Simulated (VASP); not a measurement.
# Si (I4_1/amd) in VASP: a series of runs

One crystal, Si, is run at these levels: PBE, LDA; tasks: equation of state, optical spectrum.

All numbers are computed with VASP 6.6.1; they aren't measurements. Logs are shortened: lines on timing, memory, paths and dates and some standing lists are left out, and cuts for length are marked.

### Step 1. The structure

The structure is tetragonal, space group I4_1/amd (No. 141). Conventional cell: a = 4.743 Å, b = 4.743 Å, c = 2.659 Å, α = 90.00°, β = 90.00°, γ = 90.00°. Si (site symmetry -4m2) has 6 Si at 2.46 to 2.66 Å as nearest neighbours.

This isn't the form of Si at room conditions, which is diamond.

### Step 2. Equation of state, PBE, 14.50 Å³/atom

INCAR reads:

```
SYSTEM = Si
PREC = Accurate
ENCUT = 900
EDIFF = 1E-8
ISMEAR = 0
SIGMA = 0.02
LREAL = .FALSE.
LASPH = .TRUE.
NELM = 100
ALGO = Normal
ISIF = 2
LWAVE = .FALSE.
LCHARG = .FALSE.
GGA = PE
ADDGRID = .FALSE.
```

KPOINTS reads:

```
Automatic mesh
0
G
  8 8 8
  0 0 0
```

POSCAR reads:

```
Si
1.0
   -2.3474174111      2.3474174111      1.3158375487
    2.3474174111     -2.3474174111      1.3158375487
    2.3474174111      2.3474174111     -1.3158375487
Si
2
Direct
    0.5000000000      0.5000000000      0.0000000000
    0.2500000000      0.7500000000      0.5000000000
```

Potentials or basis: VASP PAW PBE potentials, release 64 (Si).

Launch:

```sh
$ cat potpaw_PBE.64/Si/POTCAR > POTCAR
$ mpirun -np 1 vasp_std > vasp.out
```

OUTCAR:

```text
SYSTEM = Si
   PREC = Accurate
   ENCUT = 900
   EDIFF = 1E-8
   ISMEAR = 0
   LREAL = .FALSE.
   LASPH = .TRUE.
   NELM = 100
   ISIF = 2
   GGA = PE

 ion  position               nearest neighbor table
   1  0.500  0.500  0.000-   2 2.44   2 2.44   2 2.44   2 2.44   2 3.07   2 3.07   2 3.07   2 3.07

   2  0.250  0.750  0.500-   1 2.44   1 2.44   1 2.44   1 2.44   1 3.07   1 3.07   1 3.07   1 3.07

  LATTYP: Found a body centered tetragonal cell.
 ALAT       =     4.6948348222
 C/A-ratio  =     0.5605468983

  Lattice vectors:

 A1 = (  -2.3474174111,   2.3474174111,   1.3158375487)
 A2 = (   2.3474174111,  -2.3474174111,   1.3158375487)
 A3 = (   2.3474174111,   2.3474174111,  -1.3158375487)

Analysis of symmetry for initial positions (statically):
=====================================================================
 Subroutine PRICEL returns:
 Original cell was already a primitive cell.

 Routine SETGRP: Setting up the symmetry group for a
 body centered tetragonal supercell.

 Subroutine GETGRP returns: Found 16 space group operations
 (whereof  8 operations were pure point group operations)
 out of a pool of 16 trial point group operations.

The static configuration has the point symmetry D_2d.
 The point group associated with its full space group is D_4h.

Analysis of symmetry for dynamics (positions and initial velocities):
=====================================================================
 Subroutine PRICEL returns:
 Original cell was already a primitive cell.

 Routine SETGRP: Setting up the symmetry group for a
 body centered tetragonal supercell.

 Subroutine GETGRP returns: Found 16 space group operations
 (whereof  8 operations were pure point group operations)
 out of a pool of 16 trial point group operations.

The dynamic configuration has the point symmetry D_2d.
 The point group associated with its full space group is D_4h.

 Subroutine INISYM returns: Found 16 space group operations
 (whereof  8 operations are pure point group operations),
 and found     1 'primitive' translations

----------------------------------------------------------------------------------------

                                     Primitive cell

  volume of cell :      29.0030

  direct lattice vectors                    reciprocal lattice vectors
    -2.347417411  2.347417411  1.315837549     0.000000000  0.213000039  0.379986116
     2.347417411 -2.347417411  1.315837549     0.213000039  0.000000000  0.379986116
     2.347417411  2.347417411 -1.315837549     0.213000039  0.213000039  0.000000000

  length of vectors
     3.571017426  3.571017426  3.571017426     0.435612747  0.435612747  0.301227544

  position of ions in fractional coordinates (direct lattice)
     0.500000000  0.500000000  0.000000000
     0.250000000  0.750000000  0.500000000

  ion indices of the primitive-cell ions
   primitive index   ion index
                 1           1
                 2           2

----------------------------------------------------------------------------------------

 KPOINTS: Automatic mesh

Automatic generation of k-mesh.
 Grid dimensions read from file:
 generate k-points for:    8    8    8

 Generating k-lattice:

  Cartesian coordinates                     Fractional coordinates (reciprocal lattice)
     0.000000000  0.026625005  0.047498265     0.125000000  0.000000000 -0.000000000
     0.026625005  0.000000000  0.047498265     0.000000000  0.125000000 -0.000000000
     0.026625005  0.026625005  0.000000000     0.000000000  0.000000000  0.125000000

  Length of vectors
     0.054451593  0.054451593  0.037653443

  Shift w.r.t. Gamma in fractional coordinates (k-lattice)
     0.000000000  0.000000000  0.000000000

 Subroutine IBZKPT returns following result:
 ===========================================

 Found     59 irreducible k-points:

 Following reciprocal coordinates:
            Coordinates               Weight
  0.000000  0.000000  0.000000      1.000000
  0.125000  0.000000 -0.000000      8.000000
  0.250000  0.000000 -0.000000      8.000000
  0.375000  0.000000 -0.000000      8.000000
  0.500000  0.000000 -0.000000      4.000000
  0.125000  0.125000 -0.000000      8.000000
[... 16 lines left out ...]
  0.250000  0.125000  0.125000     16.000000
  0.375000  0.125000  0.125000      8.000000
 [... further k-points ...]
   k-points           NKPTS =     59   k-points in BZ     NKDIM =     59   number of bands    NBANDS=      8
   number of dos      NEDOS =    301   number of ions     NIONS =      2
   total plane-waves  NPLWV =  46656
   dimension x,y,z NGX =    36 NGY =   36 NGZ =   36
   dimension x,y,z NGXF=    72 NGYF=   72 NGZF=   72
   ions per type =               2
   NGX,Y,Z   is equivalent  to a cutoff of  16.76, 16.76, 16.76 a.u.
   NGXF,Y,Z  is equivalent  to a cutoff of  33.52, 33.52, 33.52 a.u.
 SYSTEM =  Si
   PREC   = accura    normal or accurate (medium, high low for compatibility)
   ISTART =      0    job   : 0-new  1-cont  2-samecut
   ICHARG =      2    charge: 1-file 2-atom 10-const
   ISPIN  =      1    spin polarized calculation?
   LNONCOLLINEAR =      F non collinear calculations
   LSORBIT =      F    spin-orbit coupling
   LASPH  =      T    aspherical Exc in radial PAW
   ENCUT  =  900.0 eV  66.15 Ry    8.13 a.u.   8.74  8.74  8.74*2*pi/ulx,y,z
   NELM   =    100;   NELMIN=  2; NELMDL= -5     # of ELM steps
   EDIFF  = 0.1E-07   stopping-criterion for ELM
   LREAL  =      F    real-space projection
   EDIFFG = 0.1E-06   stopping-criterion for IOM
   NSW    =      0    number of steps for IOM
   IBRION =     -1    ionic relax: 0-MD 1-quasi-New 2-CG
[... 8 lines left out ...]
   EMIN   =  10.00;   EMAX   =-10.00  energy-range for DOS
   EFERMI =   0.00;   METHOD = LEGACY
   ISMEAR =     0;   SIGMA  =   0.02  broadening in eV -4-tet -1-fermi 0-gaus
   EFERMI_NEDOS =   21; number of points for ismear=-14 and -15
   IALGO  =     38    algorithm
   IMIX   =      4    mixing-type and parameters
     AMIX     =   0.40;   BMIX     =  1.00
     AMIX_MAG =   1.60;   BMIX_MAG =  1.00
  volume/ion in A,a.u.               =      14.50        97.86
  Fermi-wavevector in a.u.,A,eV,Ry     =   1.065673  2.013829 15.451570  1.135658
  Thomas-Fermi vector in A             =   2.201232
   LORBIT       =      0    0 simple, 1 ext, 2 COOP (PROOUT), +10 PAW based schemes
   GGA     = PE    functional components
   LHFCALC =     F    Hartree Fock is set to
   AEXX    =    0.0000 exact exchange contribution
   IVDW    =     0    specifies the selected vdW correction
   LEPSILON=     F    determine dielectric tensor
   LRPA    =     F    only Hartree local field effects (RPA)
 non-spin polarized calculation
 Gauss-broadening in eV      SIGMA  =   0.02
  energy-cutoff  :      900.00
  volume of cell :       29.00
 maximum number of plane-waves:      1798
   NGX = 17   NGY = 17   NGZ = 17

 number of electron       8.0000000 magnetization

 Free energy of the ion-electron system (eV)
  ---------------------------------------------------
  ext. energy  EPLUGINS =         0.00000000
  ---------------------------------------------------
  free energy    TOTEN  =       -10.22082716 eV

  energy without entropy =      -10.22081003  energy(sigma->0) =      -10.22081860

 E-fermi :   9.8500     XC(G=0): -11.1068

 val. band max:        9.8145427748   @ k =  -0.1250   0.5000   0.1250
 cond. band min:       9.8873445845   @ k =   0.3750   0.3750  -0.0000
 fundamental gap:      0.0728018097
 Fermi energy:         9.8499839288

 k-point     1 :       0.0000    0.0000    0.0000
  band No.  band energies     occupation
      1      -4.3860      2.00000
      2       7.2844      2.00000
      3       7.2844      2.00000
      4       8.1667      2.00000
      5      11.2151      0.00000
      6      17.4276      0.00000
      7      19.2041      0.00000
      8      19.2090      0.00000

 k-point     2 :       0.1250    0.0000   -0.0000
  band No.  band energies     occupation
      1      -3.9588      2.00000
      2       6.5198      2.00000
      3       7.1006      2.00000
      4       9.6262      2.00000
      5      12.1690      0.00000
      6      15.2788      0.00000
      7      15.7934      0.00000
      8      18.0108      0.00000

 k-point     3 :       0.2500    0.0000   -0.0000
  band No.  band energies     occupation
      1      -2.6844      2.00000
      2       6.1730      2.00000
      3       7.0349      2.00000
      4      10.1034      0.00000
      5      12.4222      0.00000
      6      13.0965      0.00000
      7      13.8823      0.00000
      8      15.6118      0.00000

 k-point     4 :       0.3750    0.0000   -0.0000
  band No.  band energies     occupation
      1      -0.5882      2.00000
      2       5.7924      2.00000
      3       6.9241      2.00000
      4       7.4433      2.00000
      5       9.9996      0.00000
      6      11.9283      0.00000
      7      14.8964      0.00000
      8      15.2640      0.00000

 k-point     5 :       0.5000    0.0000   -0.0000
  band No.  band energies     occupation
      1       1.9417      2.00000
      2       2.7196      2.00000
      3       7.6356      2.00000
      4       7.8994      2.00000
      5       8.3668      2.00000
      6      10.7349      0.00000
      7      14.5438      0.00000
      8      15.4019      0.00000

 k-point     6 :       0.1250    0.1250   -0.0000
  band No.  band energies     occupation
      1      -2.8866      2.00000
      2       6.3531      2.00000
      3       8.4004      2.00000
      4      10.1617      0.00000
      5      11.9645      0.00000
      6      12.1336      0.00000
      7      13.8768      0.00000
      8      15.3321      0.00000

 k-point     7 :       0.2500    0.1250   -0.0000
  band No.  band energies     occupation
      1      -0.9856      2.00000
      2       6.4681      2.00000
      3       7.2502      2.00000
      4       8.2762      2.00000
      5       9.9253      0.00000
      6      12.4917      0.00000
      7      13.2747      0.00000
      8      14.2477      0.00000

 k-point     8 :       0.3750    0.1250   -0.0000
  band No.  band energies     occupation
      1       1.6467      2.00000
      2       3.3917      2.00000
      3       6.2980      2.00000
      4       7.6053      2.00000
      5       9.5510      2.00000
      6      11.6637      0.00000
      7      13.1748      0.00000
      8      16.8393      0.00000

 k-point     9 :       0.5000    0.1250   -0.0000
  band No.  band energies     occupation
      1       0.2020      2.00000
      2       4.6157      2.00000
      3       5.4952      2.00000
      4       7.8171      2.00000
      5       9.9160      0.00000
      6      12.6939      0.00000
      7      13.8242      0.00000
      8      16.7547      0.00000

 k-point    10 :      -0.3750    0.1250    0.0000
  band No.  band energies     occupation
      1      -2.0795      2.00000
      2       4.1538      2.00000
      3       7.2396      2.00000
      4       9.4194      2.00000
      5      12.0195      0.00000
      6      13.7822      0.00000
      7      14.1209      0.00000
      8      16.0719      0.00000
[... 78 lines left out ...]
 k-point    18 :       0.3750    0.3750   -0.0000
  band No.  band energies     occupation
      1       0.3069      2.00000
      2       0.3194      2.00000
      3       8.4630      2.00000
      4       9.1967      2.00000
      5       9.8873      0.00825
      6      12.5956      0.00000
      7      15.7047      0.00000
      8      16.5009      0.00000

 k-point    19 :       0.5000    0.3750   -0.0000
  band No.  band energies     occupation
      1      -1.5334      2.00000
      2       0.0603      2.00000
      3       9.0862      2.00000
      4      10.4919      0.00000
      5      12.4900      0.00000
      6      13.7030      0.00000
      7      15.1152      0.00000
      8      15.3266      0.00000

 k-point    20 :      -0.3750    0.3750    0.0000
  band No.  band energies     occupation
      1      -2.5583      2.00000
      2       0.6338      2.00000
      3       8.9265      2.00000
      4      11.2807      0.00000
      5      11.7997      0.00000
      6      14.2541      0.00000
      7      18.2155      0.00000
      8      18.4034      0.00000

 k-point    21 :       0.5000    0.5000   -0.0000
  band No.  band energies     occupation
      1      -1.1519      2.00000
      2      -1.1519      2.00000
      3      10.1927      0.00000
      4      10.1927      0.00000
      5      12.6173      0.00000
      6      12.6173      0.00000
      7      18.1614      0.00000
      8      18.1614      0.00000

 k-point    22 :       0.1250    0.1250    0.1250
  band No.  band energies     occupation
      1      -2.2805      2.00000
      2       3.9950      2.00000
      3       8.7853      2.00000
      4      10.2694      0.00000
      5      11.4048      0.00000
      6      11.9591      0.00000
      7      15.6629      0.00000
      8      16.1750      0.00000

 k-point    23 :       0.2500    0.1250    0.1250
  band No.  band energies     occupation
      1      -0.1902      2.00000
      2       4.4254      2.00000
      3       6.4355      2.00000
      4       7.7562      2.00000
      5      10.6762      0.00000
      6      13.9135      0.00000
      7      14.5019      0.00000
      8      15.4240      0.00000

 k-point    24 :       0.3750    0.1250    0.1250
  band No.  band energies     occupation
      1       2.3308      2.00000
      2       3.0806      2.00000
      3       5.5375      2.00000
      4       6.1021      2.00000
      5      11.2399      0.00000
      6      12.9685      0.00000
      7      14.9718      0.00000
      8      15.3746      0.00000

 [... further k-points ...]
[... 5 lines left out ...]
  --------------------------------------------------------------------------------------
  -------------------------------------------------------------------------------------
  Total        1.4119110      1.4119110      1.1686916      0.0000000      0.0000000      0.0000000
  in kB       77.9964769     77.9964769     64.5606029      0.0000000      0.0000000      0.0000000
  external PRESSURE =      73.5178522 kB  Pullay stress =       0.0000000 kB

 VOLUME and BASIS-vectors are now :
 -----------------------------------------------------------------------------
  energy-cutoff  :      900.00
  volume of cell :       29.00
      direct lattice vectors                 reciprocal lattice vectors
    -2.347417411  2.347417411  1.315837549     0.000000000  0.213000039  0.379986116
     2.347417411 -2.347417411  1.315837549     0.213000039  0.000000000  0.379986116
     2.347417411  2.347417411 -1.315837549     0.213000039  0.213000039  0.000000000

 POSITION                                       TOTAL-FORCE (eV/Angst)
 -----------------------------------------------------------------------------------
      0.00000      0.00000      1.31584        -0.000000     -0.000000      0.000000
      2.34742      0.00000      0.65792         0.000000      0.000000     -0.000000
 -----------------------------------------------------------------------------------
    total drift:                               -0.000000      0.000000      0.000000

  FREE ENERGIE OF THE ION-ELECTRON SYSTEM (eV)
  ---------------------------------------------------
  free  energy   TOTEN  =       -10.2208271619 eV

  energy  without entropy=      -10.2208100329  energy(sigma->0) =      -10.22081860
```

It took 18 s on 1 thread of Intel Xeon Platinum 8488C (Sapphire Rapids), shared host; peak memory 0.19 GiB.

What came out:

```yaml
Free_energy: -10.2208 eV
Pressure: 7.4 GPa
Band_gap_on_the_k_mesh: none (metal or under the smearing width)
```

### Step 3. Equation of state, PBE, 15.40 Å³/atom

INCAR is that of step 2.

KPOINTS is that of step 2.

POSCAR reads:

```
Si
1.0
   -2.3948527653      2.3948527653      1.3424272893
    2.3948527653     -2.3948527653      1.3424272893
    2.3948527653      2.3948527653     -1.3424272893
Si
2
Direct
    0.5000000000      0.5000000000      0.0000000000
    0.2500000000      0.7500000000      0.5000000000
```

Potentials or basis: VASP PAW PBE potentials, release 64 (Si).

Launch:

```sh
$ cat potpaw_PBE.64/Si/POTCAR > POTCAR
$ mpirun -np 1 vasp_std > vasp.out
```

Wall time 17 s (1 thread of Intel Xeon Platinum 8488C (Sapphire Rapids), shared host); peak memory 0.2 GiB.

It converged, with:

```yaml
Free_energy: -10.2585 eV
Pressure: -0.2 GPa
Band_gap_on_the_k_mesh: none (metal or under the smearing width)
```

### Step 4. Equation of state, PBE, 14.50 Å³/atom

INCAR, as its differences from that of step 3:

```diff
@@ -2,6 +2,6 @@
 PREC = Accurate
-ENCUT = 900
-EDIFF = 1E-8
+ENCUT = 250
+EDIFF = 1E-6
 ISMEAR = 0
-SIGMA = 0.02
+SIGMA = 0.05
 LREAL = .FALSE.
```

KPOINTS reads:

```
Automatic mesh
0
G
  3 3 3
  0 0 0
```

POSCAR reads:

```
Si
1.0
   -2.3474174111      2.3474174111      1.3158375487
    2.3474174111     -2.3474174111      1.3158375487
    2.3474174111      2.3474174111     -1.3158375487
Si
2
Direct
    0.5000000000      0.5000000000      0.0000000000
    0.2500000000      0.7500000000      0.5000000000
```

Launch:

```sh
$ cat potpaw_PBE.64/Si/POTCAR > POTCAR
$ mpirun -np 1 vasp_std > vasp.out
```

Wall time 2.3 s (1 thread of Intel Xeon Platinum 8488C (Sapphire Rapids), shared host); peak memory 0.11 GiB.

These settings aren't checked as converged: the numbers below hold their error.

What came out:

```
Free energy            : -10.1052 eV
Band gap on the k mesh : none (metal or under the smearing width)
```

Caveat: the k mesh is coarse (spacing up to 0.91 Å⁻¹), so the values aren't converged; the cutoff is under 1.25 times the usual one of these potentials, so pressure, stress and relaxed cells hold a basis-set (Pulay) error.

### Step 5. Equation of state, PBE, 15.40 Å³/atom

INCAR is that of step 4.

KPOINTS is that of step 4.

POSCAR reads:

```
Si
1.0
   -2.3948527653      2.3948527653      1.3424272893
    2.3948527653     -2.3948527653      1.3424272893
    2.3948527653      2.3948527653     -1.3424272893
Si
2
Direct
    0.5000000000      0.5000000000      0.0000000000
    0.2500000000      0.7500000000      0.5000000000
```

Launch:

```sh
$ cat potpaw_PBE.64/Si/POTCAR > POTCAR
$ mpirun -np 1 vasp_std > vasp.out
```

Wall time 2.4 s (1 thread of Intel Xeon Platinum 8488C (Sapphire Rapids), shared host); peak memory 0.11 GiB.

These settings aren't checked as converged: the numbers below hold their error.

What came out:

| Quantity | Value |
| --- | --- |
| Free energy | -10.1322 eV |
| Band gap on the k mesh | none (metal or under the smearing width) |

Caveat: the k mesh is coarse (spacing up to 0.89 Å⁻¹), so the values aren't converged; the cutoff is under 1.25 times the usual one of these potentials, so pressure, stress and relaxed cells hold a basis-set (Pulay) error.

### Step 6. Equation of state, PBE, 14.50 Å³/atom

INCAR, as its differences from that of step 5:

```diff
@@ -2,3 +2,3 @@
 PREC = Accurate
-ENCUT = 250
+ENCUT = 300
 EDIFF = 1E-6
```

KPOINTS is that of step 5.

POSCAR reads:

```
Si
1.0
   -2.3474174111      2.3474174111      1.3158375487
    2.3474174111     -2.3474174111      1.3158375487
    2.3474174111      2.3474174111     -1.3158375487
Si
2
Direct
    0.5000000000      0.5000000000      0.0000000000
    0.2500000000      0.7500000000      0.5000000000
```

Potentials or basis: VASP PAW PBE potentials, release 64 (Si).

Launch:

```sh
$ cat potpaw_PBE.64/Si/POTCAR > POTCAR
$ mpirun -np 1 vasp_std > vasp.out
```

Run time: 2.5 s. Hardware: 1 thread of Intel Xeon Platinum 8488C (Sapphire Rapids), shared host; peak memory 0.11 GiB.

These settings aren't checked as converged: the numbers below hold their error.

Results:

- Free energy: -10.1186 eV
- Pressure: 5.9 GPa
- Band gap on the k mesh: none (metal or under the smearing width)

Caveat: the k mesh is coarse (spacing up to 0.91 Å⁻¹), so the values aren't converged; the cutoff is under 1.25 times the usual one of these potentials, so pressure, stress and relaxed cells hold a basis-set (Pulay) error.

[end of part 1 of 6]
